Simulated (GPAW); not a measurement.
Runs of GPAW 26.7.0 on SrCl2. It takes space group Fm-3m (No. 225, cubic). The conventional cell has a = 6.977 Å, b = 6.977 Å, c = 6.977 Å, α = 90.00°, β = 90.00°, γ = 90.00°. Around Sr (site symmetry m-3m) lie 8 Cl at 3.02 Å. Cl (site symmetry -43m) has 4 Sr at 3.02 Å as nearest neighbours. 

```tsv
task	level	potentials or basis	k mesh	cutoff (eV)	smearing	maxiter	ranks	response ecut	frequency	extrapolate	gap on the mesh (eV)	pressure (GPa)	V0 of scaled cells (Å³/atom)	B0 (GPa)
single point	PBE0	GPAW PAW data sets (gpaw-data 1.2.1), pw	4 × 4 × 4	450	fermi-dirac 0.05 eV	60	8	-	-	-	(b)	-	-	-
single point	TB-mBJ	GPAW PAW data sets for LDA (gpaw-data 1.2.1), pw	8 × 8 × 8	600	fermi-dirac 0.05 eV	150	-	-	-	-	7.40	-	-	-
single point	PBEsol	PAW data sets generated in the run's folder for this functional, pw	7 × 7 × 7	600	fermi-dirac 0.05 eV	150	-	-	-	-	5.18	-1.0	-	-
single point	HSE06	GPAW PAW data sets (gpaw-data 1.2.1), pw	4 × 4 × 4	450	fermi-dirac 0.05 eV	60	8	-	-	-	(c)	-	-	-
equation of state	PBE	GPAW PAW data sets (gpaw-data 1.2.1), pw	7 × 7 × 7	600	fermi-dirac 0.05 eV	150	-	-	-	-	-	-	29.21	(a)
equation of state	PBEsol	PAW data sets generated in the run's folder for this functional, pw	7 × 7 × 7	600	fermi-dirac 0.05 eV	150	-	-	-	-	-	-	27.60	38
band structure	LDA	the program's PAW data sets (release 1.2.1) made for this functional, pw	7 × 7 × 7	600	fermi-dirac 0.05 eV	150	-	-	-	-	4.92	-2.8	-	-
band structure	r2SCAN	GPAW PAW data sets (gpaw-data 1.2.1), pw	7 × 7 × 7	600	fermi-dirac 0.05 eV	150	-	-	-	-	6.01	0.3	-	-
dielectric tensor	LDA	the program's PAW data sets (release 1.2.1) made for this functional, pw	5 × 5 × 5	450	fermi-dirac 0.001 eV	150	-	80 eV	-	-	4.96	-	-	-
dielectric tensor	PBE	GPAW PAW data sets (gpaw-data 1.2.1), pw	5 × 5 × 5	450	fermi-dirac 0.001 eV	150	-	80 eV	-	-	5.42	-	-	-
```

Alike in all rows: no spin polarisation; cell as given.

Fill in the values left out.

(a) 33; (b) 7.35; (c) 6.56.

Caveats: the PAW data sets were made with another functional, which shifts forces and pressure a little (some runs); an odd mesh through Γ misses points on the zone boundary, where band edges often lie (some runs); exact exchange converges slowly with the k mesh, and this mesh is small (some runs); the long-wavelength limit can be off by a per cent or two (some runs); a model potential gives levels but no total energy (some runs).

A k mesh can miss the band edges, and the runs leave out spin-orbit coupling on Sr.

Not every run made on this cell is shown here.
